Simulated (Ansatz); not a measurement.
ZnS (Wurtzite-2H): optical spectrum with HSE06+D3(BJ)

Crystal: ZnS (Wurtzite-2H).

```
Zn S
1.0
     3.81100    0.00000    0.00000
    -1.90550    3.30042    0.00000
     0.00000    0.00000    6.23400
Zn S
2 2
Direct
  0.66744 0.34223 0.49787
  0.32921 0.66488 0.00197
  0.66813 0.33515 0.88740
  0.33990 0.67255 0.38630
```

The cell isn't the ideal one: atoms moved at random, drawn with an rms of 0.02 Å.

```json
{
 "Program": "Ansatz 0.2.0",
 "Task": "optical spectrum",
 "Functional": "HSE06",
 "Dispersion": "D3(BJ)",
 "Potentials or basis": "Ansatz PAW",
 "Cutoff": "420 eV (not typed: the program's choice for these potentials)",
 "k mesh": "4 × 4 × 3",
 "Occupations": "gaussian, width 0.01 eV",
 "Spin": "no spin polarisation",
 "Broadening": "0.1 eV"
}
```

```
Band gap on the k mesh : 3.46 eV, direct
```

Levels at points of the mesh, in eV from the valence-band top:
```
             k point  band 14  band 15  band 16  band 17  band 18  band 19  band 20  band 21  band 22  band 23
  (0.00, 0.00, 0.00)    -0.98    -0.93    -0.07    -0.04     0.00     3.46     4.20     7.51     7.58     7.88
 (0.00, -0.50, 0.00)    -4.55    -3.36    -2.43    -1.65    -1.09     4.68     5.53     6.26     8.39     8.82
 (-0.50, 0.00, 0.00)    -4.54    -3.36    -2.42    -1.64    -1.09     4.70     5.52     6.18     8.38     8.87
(-0.50, -0.50, 0.00)    -4.57    -3.34    -2.42    -1.68    -1.09     4.72     5.54     6.23     8.39     8.83
```

Run time: 3.2 min on 2 threads of Intel(R) Xeon(R) Processor @ 2.50GHz (Skylake/Cascade Lake), with other jobs on the host, peak memory 1.9 GiB.

Caveat: the k mesh is coarse (spacing up to 0.48 Å⁻¹), so the values aren't converged, least of all with exact exchange; this version of the program is known to err on some quantities of such runs, which are left out of the summary and shouldn't be taken from the log; odd divisions of the mesh miss points on the zone boundary, where band edges often lie, so the gap on the mesh can be too wide.
